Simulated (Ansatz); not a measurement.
Runs of Ansatz 0.2.0 on Ge. The structure is cubic, space group Fd-3m (No. 227). Conventional cell: a = 5.658 Å, b = 5.658 Å, c = 5.658 Å, α = 90.00°, β = 90.00°, γ = 90.00°. Ge (site symmetry -43m) has 4 Ge at 2.45 Å as nearest neighbours. 

```csv
task,level,spin,cell,k mesh,cutoff (eV),smearing,basis error allowed,mesh quality,gap on the mesh (eV),pressure (GPa)
single point,PBE,off,as given,3 × 3 × 3,292,fermi-dirac 0.04 eV,0.002 eV/atom,coarse,none,(a)
single point,PBE,off,"atoms moved at random, drawn with an rms of 0.05 Å",8 × 8 × 8,336,fermi-dirac 0.05 eV,0.001 eV/atom,not flagged,none,3.8
elastic constants,LDA,"collinear, antiferromagnetic start",as given,6 × 6 × 6,342,fermi-dirac 0.05 eV,0.001 eV/atom,coarse,none,-1.1
single point,PBE,off,as given,5 × 5 × 5,292,fermi-dirac 0.03 eV,0.002 eV/atom,coarse,none,3.8
```

Alike in all rows: potentials or basis all-electron LAPW, scalar-relativistic.

Task: Fill in the values left out.

Result: (a) 5.8.

Caveats: some runs use coarse meshes; this crystal is a semiconductor, whose small gap the functional closes, so the metal is an error of the method (some runs); the program listed the state as in doubt (some runs); the k mesh is thin for a metal, which can move the energy by tens of meV per atom (some runs); elastic constants of metals need much finer meshes, so these are rough (some runs).

A k mesh can miss the band edges, and the runs leave out spin-orbit coupling on Ge.

A gap of «none» marks a metal or a gap under the smearing width.
